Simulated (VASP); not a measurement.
# NbAs (I4_1md) in VASP: settings compared

Aim: see how the results for NbAs move with the level of theory and the settings. Levels: PBE, PBEsol. Tasks: equation of state.

Program: VASP 6.6.1. These are calculated values, not measurements. Logs are shortened: lines on timing, memory, paths and dates and some standing lists are left out, and cuts for length are marked.

## Step 1: Starting point

Symmetry: I4_1md, No. 109, tetragonal system. The conventional cell has a = 3.452 Å, b = 3.452 Å, c = 11.680 Å, α = 90.00°, β = 90.00°, γ = 90.00°. Nb (site symmetry 2mm) has 6 As at 2.60 to 2.63 Å as nearest neighbours. As (site symmetry 2mm) has 6 Nb at 2.60 to 2.63 Å as nearest neighbours.

## Step 2: Equation of state, PBE, 16.35 Å³/atom (volume scaled by 0.94)

Contents of INCAR:

```
SYSTEM = NbAs
  PREC = Accurate
  ENCUT = 520
  EDIFF = 1E-7
  ISMEAR = -1
  SIGMA = 0.05
  LREAL = .FALSE.
  LASPH = .TRUE.
  NELM = 80
  ALGO = Normal
  ISIF = 2
  LWAVE = .FALSE.
  LCHARG = .FALSE.
  GGA = PE
  NBANDS = 26
```

Contents of KPOINTS:

```
Automatic mesh
0
G
  11 11 11
  0 0 0
```

Contents of POSCAR:

```
NbAs
1.0
   -1.6906186857      1.6906186857      5.7207828749
    1.6906186857     -1.6906186857      5.7207828749
    1.6906186857      1.6906186857     -5.7207828749
Nb As
2 2
Direct
    0.5000000000      0.0000000000      0.5000000000
    0.7500000000      0.7500000000      0.0000000000
    0.9160000000      0.4160000000      0.5000000000
    0.1660000000      0.1660000000      0.0000000000
```

Potentials or basis: VASP PAW PBE potentials, release 64 (Nb_sv, As).

Run with:

```
$ cat potpaw_PBE.64/Nb_sv/POTCAR potpaw_PBE.64/As/POTCAR > POTCAR
$ mpirun -np 1 vasp_std > vasp.out
```

OUTCAR:

```text
SYSTEM = NbAs
   PREC = Accurate
   ENCUT = 520
   EDIFF = 1E-7
   ISMEAR = -1
   LREAL = .FALSE.
   LASPH = .TRUE.
   NELM = 80
   ISIF = 2
   GGA = PE

 Found    126 irreducible k-points:

 Following reciprocal coordinates:
            Coordinates               Weight
  0.000000  0.000000  0.000000      1.000000
  0.090909 -0.000000  0.000000      8.000000
  0.181818 -0.000000  0.000000      8.000000
  0.272727 -0.000000  0.000000      8.000000
  0.363636  0.000000 -0.000000      8.000000
  0.454545 -0.000000  0.000000      8.000000
   k-points           NKPTS =    126   k-points in BZ     NKDIM =    126   number of bands    NBANDS=     26
   number of dos      NEDOS =    301   number of ions     NIONS =      4
   total plane-waves  NPLWV = 110592
   dimension x,y,z NGX =    48 NGY =   48 NGZ =   48
   dimension x,y,z NGXF=    96 NGYF=   96 NGZF=   96
   ions per type =               2   2
   NGX,Y,Z   is equivalent  to a cutoff of  12.87, 12.87, 12.87 a.u.
   NGXF,Y,Z  is equivalent  to a cutoff of  25.74, 25.74, 25.74 a.u.
 SYSTEM =  NbAs
   PREC   = accura    normal or accurate (medium, high low for compatibility)
   ISTART =      0    job   : 0-new  1-cont  2-samecut
   ICHARG =      2    charge: 1-file 2-atom 10-const
   ISPIN  =      1    spin polarized calculation?
   LNONCOLLINEAR =      F non collinear calculations
   LSORBIT =      F    spin-orbit coupling
   LASPH  =      T    aspherical Exc in radial PAW
   ENCUT  =  520.0 eV  38.22 Ry    6.18 a.u.  11.53 11.53 11.53*2*pi/ulx,y,z
   NELM   =     80;   NELMIN=  2; NELMDL= -5     # of ELM steps
   EDIFF  = 0.1E-06   stopping-criterion for ELM
   LREAL  =      F    real-space projection
   EDIFFG = 0.1E-05   stopping-criterion for IOM
   NSW    =      0    number of steps for IOM
   IBRION =     -1    ionic relax: 0-MD 1-quasi-New 2-CG
   NFREE  =      0    steps in history (QN), initial steepest desc. (CG)
   ISIF   =      2    stress and relaxation
   ISYM   =      2    0-nonsym 1-usesym 2-fastsym
   POTIM  = 0.5000    time-step for ionic-motion
   TEBEG  =    0.0;   TEEND  =   0.0 temperature during run
   PSTRESS=    0.0 pullay stress
   NELECT =      36.0000    total number of electrons
   NUPDOWN=      -1.0000    fix difference up-down
   EMIN   =  10.00;   EMAX   =-10.00  energy-range for DOS
   EFERMI =   0.00;   METHOD = LEGACY
   ISMEAR =    -1;   SIGMA  =   0.05  broadening in eV -4-tet -1-fermi 0-gaus
   EFERMI_NEDOS =   21; number of points for ismear=-14 and -15
   IALGO  =     38    algorithm
   IMIX   =      4    mixing-type and parameters
     AMIX     =   0.40;   BMIX     =  1.00
     AMIX_MAG =   1.60;   BMIX_MAG =  1.00
  volume/ion in A,a.u.               =      16.35       110.34
  Fermi-wavevector in a.u.,A,eV,Ry     =   1.341653  2.535356 24.490917  1.800032
  Thomas-Fermi vector in A             =   2.469869
   LORBIT       =      0    0 simple, 1 ext, 2 COOP (PROOUT), +10 PAW based schemes
   GGA     = PE    functional components
   LHFCALC =     F    Hartree Fock is set to
   AEXX    =    0.0000 exact exchange contribution
   IVDW    =     0    specifies the selected vdW correction
   LEPSILON=     F    determine dielectric tensor
   LRPA    =     F    only Hartree local field effects (RPA)
 non-spin polarized calculation
  energy-cutoff  :      520.00
  volume of cell :       65.40
 maximum number of plane-waves:      1781
 NGX is ok and might be reduce to    48
   NGX = 23   NGY = 23   NGZ = 23

 number of electron      36.0000000 magnetization

 Free energy of the ion-electron system (eV)
  ---------------------------------------------------
  ext. energy  EPLUGINS =         0.00000000
  ---------------------------------------------------
  free energy    TOTEN  =       -32.26662742 eV

  energy without entropy =      -32.26073830  energy(sigma->0) =      -32.26368286

 E-fermi :  10.4499     XC(G=0): -12.1553

 val. band max:       10.4418879847   @ k =  -0.1818  -0.4545   0.1818
 cond. band min:      10.4694029207   @ k =  -0.1818   0.2727   0.1818
 fundamental gap:      0.0275149361
 Fermi energy:        10.4498999615

 k-point     1 :       0.0000    0.0000    0.0000
  band No.  band energies     occupation
      1     -44.5387      2.00000
      2     -44.5001      2.00000
      3     -20.8448      2.00000
      4     -20.6715      2.00000
      5     -20.6715      2.00000
      6     -20.4944      2.00000
[... 18 lines left out ...]
     25      14.7255      0.00000
     26      14.7256      0.00000

 k-point     2 :       0.0909   -0.0000    0.0000
  band No.  band energies     occupation
      1     -44.5369      2.00000
      2     -44.4994      2.00000
      3     -20.8371      2.00000
      4     -20.6930      2.00000
      5     -20.6696      2.00000
      6     -20.5157      2.00000
[... 18 lines left out ...]
     25      14.8108      0.00000
     26      15.0976      0.00000

 k-point     3 :       0.1818   -0.0000    0.0000
  band No.  band energies     occupation
      1     -44.5317      2.00000
      2     -44.4977      2.00000
      3     -20.8215      2.00000
      4     -20.7444      2.00000
      5     -20.6644      2.00000
      6     -20.5680      2.00000
[... 18 lines left out ...]
     25      15.1647      0.00000
     26      15.9260      0.00000

 k-point     4 :       0.2727   -0.0000    0.0000
  band No.  band energies     occupation
      1     -44.5247      2.00000
      2     -44.4957      2.00000
      3     -20.8507      2.00000
      4     -20.7611      2.00000
      5     -20.6574      2.00000
      6     -20.6300      2.00000
[... 18 lines left out ...]
     25      15.2977      0.00000
     26      16.7132      0.00000

 k-point     5 :       0.3636    0.0000   -0.0000
  band No.  band energies     occupation
      1     -44.5178      2.00000
      2     -44.4943      2.00000
      3     -20.9143      2.00000
      4     -20.7498      2.00000
      5     -20.6689      2.00000
      6     -20.6510      2.00000
[... 18 lines left out ...]
     25      15.1987      0.00000
     26      17.0877      0.00000

 k-point     6 :       0.4545   -0.0000    0.0000
  band No.  band energies     occupation
      1     -44.5134      2.00000
      2     -44.4938      2.00000
      3     -20.9544      2.00000
      4     -20.7613      2.00000
      5     -20.6663      2.00000
      6     -20.6471      2.00000
[... 18 lines left out ...]
     25      15.5410      0.00000
     26      17.0557      0.00000

 [... further k-points ...]

------------------------ aborting loop because EDIFF is reached ----------------------------------------

  FORCE on cell =-STRESS in cart. coord.  units (eV):
  Direction    XX          YY          ZZ          XY          YZ          ZX
  --------------------------------------------------------------------------------------
  -------------------------------------------------------------------------------------
  Total        6.6101841      6.6101841      6.3018219      0.0000000      0.0000000      0.0000000
  in kB      161.9262858    161.9262858    154.3724948      0.0000000      0.0000000      0.0000000
  external PRESSURE =     159.4083555 kB  Pullay stress =       0.0000000 kB

 VOLUME and BASIS-vectors are now :
 -----------------------------------------------------------------------------
  energy-cutoff  :      520.00
  volume of cell :       65.40
      direct lattice vectors                 reciprocal lattice vectors
    -1.690618686  1.690618686  5.720782875     0.000000000  0.295749718  0.087400625
     1.690618686 -1.690618686  5.720782875     0.295749718  0.000000000  0.087400625
     1.690618686  1.690618686 -5.720782875     0.295749718  0.295749718  0.000000000

 POSITION                                       TOTAL-FORCE (eV/Angst)
 -----------------------------------------------------------------------------------
      0.00000      1.69062      0.00000        -0.000000      0.000000     -0.383260
      0.00000      0.00000      8.58117         0.000000     -0.000000     -0.383260
      0.00000      1.69062      4.75969        -0.000000     -0.000000      0.383260
      0.00000      0.00000      1.89930         0.000000      0.000000      0.383260
 -----------------------------------------------------------------------------------
    total drift:                               -0.000000     -0.000000     -0.000850

  FREE ENERGIE OF THE ION-ELECTRON SYSTEM (eV)
  ---------------------------------------------------
  free  energy   TOTEN  =       -32.2666274156 eV

  energy  without entropy=      -32.2607382971  energy(sigma->0) =      -32.26368286
```

It took 6.7 min on 1 thread of Intel Xeon Platinum 8488C (Sapphire Rapids), shared host; peak memory 0.45 GiB.

Results:

```
Free energy            : -32.2666 eV
Pressure               : 15.9 GPa
Largest force          : 0.383 eV/Å
Band gap on the k mesh : 0.03 eV, indirect (least direct gap 0.09 eV)
```

Caveat: an odd mesh through Γ misses points on the zone boundary, where band edges often lie.

## Step 3: Equation of state, PBE, 16.70 Å³/atom (volume scaled by 0.96)

Contents of INCAR:

```
SYSTEM = NbAs
PREC = Accurate
ENCUT = 520
EDIFF = 1E-7
ISMEAR = -1
SIGMA = 0.05
LREAL = .FALSE.
LASPH = .TRUE.
NELM = 80
ALGO = Normal
ISIF = 2
LWAVE = .FALSE.
LCHARG = .FALSE.
GGA = PE
NBANDS = 26
```

KPOINTS is that of step 2.

Contents of POSCAR:

```
NbAs
1.0
   -1.7025248434      1.7025248434      5.7610714056
    1.7025248434     -1.7025248434      5.7610714056
    1.7025248434      1.7025248434     -5.7610714056
Nb As
2 2
Direct
    0.5000000000      0.0000000000      0.5000000000
    0.7500000000      0.7500000000      0.0000000000
    0.9160000000      0.4160000000      0.5000000000
    0.1660000000      0.1660000000      0.0000000000
```

Potentials or basis: VASP PAW PBE potentials, release 64 (Nb_sv, As).

Run with:

```
$ cat potpaw_PBE.64/Nb_sv/POTCAR potpaw_PBE.64/As/POTCAR > POTCAR
$ mpirun -np 1 vasp_std > vasp.out
```

It took 7.9 min on 1 thread of Intel Xeon Platinum 8488C (Sapphire Rapids), shared host; peak memory 0.45 GiB.

It converged, with:

```
Free energy            : -32.3850 eV
Pressure               : 11.3 GPa
Largest force          : 0.353 eV/Å
Band gap on the k mesh : 0.03 eV, indirect (least direct gap 0.09 eV)
```

Caveat: an odd mesh through Γ misses points on the zone boundary, where band edges often lie.

(Continued in part 2 of 2.)
